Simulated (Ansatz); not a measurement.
# Ti2O under changes of volume

One of the cells (11.596 Å³/atom); the others are scaled copies at fixed shape and fractional positions:

```
Ti O
1.0
     2.91940    0.00000    0.00000
    -1.45970    2.52827    0.00000
     0.00000    0.00000    4.71300
Ti O
2 1
Cartesian
  0.0000 1.6855 3.3993
  1.4597 0.8428 1.3137
  0.0000 0.0000 0.0000
```

| Item | Value |
| --- | --- |
| Program | Ansatz 0.2.0 |
| Functional | PBEsol |
| Potentials or basis | Ansatz PAW |
| Cutoff | 420 eV (not typed: the program's choice for these potentials) |
| k mesh | 10 × 10 × 6 |
| Occupations | fermi-dirac, width 0.05 eV |
| Spin | no spin polarisation |

```tsv
volume (Å³/atom)	energy over the lowest point (meV/atom)	pressure (GPa)	largest force (eV/Å)
10.900	?	?	?
11.132	29.68	14.1	1.360
11.364	13.02	9.0	1.347
11.596	3.36	4.4	1.329
11.828	0.00	0.3	1.310
12.059	2.30	-3.4	1.288
12.291	9.75	-6.8	1.264
```

What does the run at 10.900 Å³/atom give?

Energy over the lowest point 54.03 meV/atom; pressure 19.7 GPa; largest force 1.370 eV/Å.

Worked out: A Birch-Murnaghan fit of order 3 (a polynomial in V^(-2/3)) to the other rows has its minimum at 11.85 Å³/atom with B0 = V·E''(V) = 199 GPa and B' = 4.2 at fixed shape and positions, which overstates the stiffness. It gives 54.09 meV/atom at 10.900 Å³/atom, against the run's 54.03, and -dE/dV = 19.7 GPa, against 19.7.

Energies are extrapolated to zero smearing.

Caveats: the PAW data sets come from PBE, with cores solved anew for the run's functional, which leaves a small shift of forces and pressure; forces of over 1 eV/Å show positions far from the minimum, so gaps and moduli don't describe the material at rest.
